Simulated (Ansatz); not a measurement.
TiC: pressure against volume per atom

Results calculated with Ansatz 0.2.0, not measured. Periodic Kohn-Sham DFT of a crystal at fixed atoms; pressure and stress are positive in compression; the energy is the free energy less that of spherical unpolarised free atoms; site moments are those in the method's own spheres, positive along +z.

Cell of the first row (space group Fm-3m, No. 225):
```
CELL_PARAMETERS angstrom
0.00000 2.11980 2.11980
2.11980 0.00000 2.11980
2.11980 2.11980 0.00000
ATOMIC_POSITIONS crystal
Ti 0.00000 0.00000 0.00000
C 0.50000 0.50000 0.50000
```

Settings of every row: method frozen-core PAW; functional PBE; relativity scalar; k mesh 16x16x16; filling fermi-dirac; smearing width 0.03 eV; wave cutoff 420 eV; paw set soft_2.

Atom start moment: 0 on all atoms.

```csv
row,volume per atom (Å³),pressure (GPa)
1,9.526,18.628
2,9.531,18.456
3,9.728,12.103
4,9.83,9.079
5,9.931,6.202
6,10.134,0.863
7,10.235,-1.612
8,10.336,-3.967
9,10.438,-6.209
10,10.539,?
11,10.742,-12.298
```

Question: what pressure should row 10 give?

Worked fit of pressure. Take u = (V_r/V)^(2/3) − 1 with V_r = 10.032 Å³ an atom, which is twice the finite (Eulerian) strain; such expansions in the strain, on which the Birch-Murnaghan equation of state is built, carry the rest volume and the bulk modulus. The shown rows have u = 0.03511, 0.03474, 0.02073, 0.01365, 0.00677, -0.00672, -0.01327, -0.01971, -0.0261, -0.04456. Least squares give pressure = 3.4797 + 397.088 × u + 971.07 × u² GPa; a straight line predicts inner rows, each left out in turn, worse (root mean square 0.55 against 0.015 GPa). The rows lie off it by 0.009, 0.010, -0.026, -0.002, -0.010, 0.008, 0.007, 0.003, 0.014, -0.012 (root mean square 0.012 GPa). The pressure vanishes at u = -0.0090, or V = 10.17 Å³ an atom, and there the bulk modulus at fixed shape and fractions is B = −V dP/dV = (2/3)(1 + u) dP/du = 251 GPa. The withheld row has u = -0.03233, so the fit gives 3.4797 + 397.088 × (-0.03233) + 971.07 × (-0.03233)² = -8.343 GPa.

The calculation gave -8.341 GPa. The fit lies 0.002 GPa (0.0065 % of the column's range) below it; its largest miss of a shown row is 0.026 GPa.
